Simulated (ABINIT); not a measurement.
# Te: single point with PBE

The system is Te.

```xyz
3
Lattice="4.4540 0.0000 0.0000 -2.2270 3.8573 0.0000 0.0000 0.0000 5.9240" Properties=species:S:1:pos:R:3 pbc="T T T"
Te    1.6279    2.8197    0.0000
Te   -0.5991    1.0376    3.9493
Te    1.1981    0.0000    1.9747
```

```json
{
 "Program": "ABINIT 10.8.3 (patched build)",
 "Task": "single point",
 "Functional": "PBE",
 "Potentials or basis": "PseudoDojo NC SR PBE v0.4.1 standard",
 "Cutoff": "1088 eV",
 "k mesh": "5 × 5 × 4",
 "Occupations": "fermi-dirac, width 0.05 eV",
 "Spin": "no spin polarisation"
}
```

```
Pressure                                              : 1.6 GPa
Largest force                                         : 0.179 eV/Å
Band gap on the k mesh                                : 0.54 eV, indirect (least direct gap 0.75 eV)
Valence electrons inside the program's atomic spheres : Te 11.92, 11.90 (radii [1.0584] Å)
```

Forces in eV/Å, atoms in the order of the input:
```
Te  -0.090 -0.155  0.000
Te  -0.090  0.155  0.000
Te   0.179  0.000  0.000
```

Stress tensor (GPa, compression positive):
```
1.42 0.00 0.00
0.00 1.42 0.00
0.00 0.00 1.96
```

Levels at points of the mesh, in eV from the valence-band top:
| k point | band 21 | band 22 | band 23 | band 24 | band 25 | band 26 | band 27 | band 28 |
| --- | --- | --- | --- | --- | --- | --- | --- | --- |
| (0.00, 0.00, 0.00) | -2.68 | -1.60 | -1.60 | -0.78 | 1.09 | 1.09 | 1.68 | 5.09 |
| (0.00, 0.00, 0.50) | -2.59 | -1.25 | -0.95 | -0.95 | 0.54 | 0.55 | 0.55 | 4.12 |

Run time: 84 s on 1 thread of Intel(R) Xeon(R) 6975P-C (Granite Rapids), with other jobs on the host, peak memory 0.15 GiB.

Caveat: spin-orbit coupling is left out, which moves the levels of the heavy elements; an odd mesh through Γ misses points on the zone boundary, where band edges often lie.
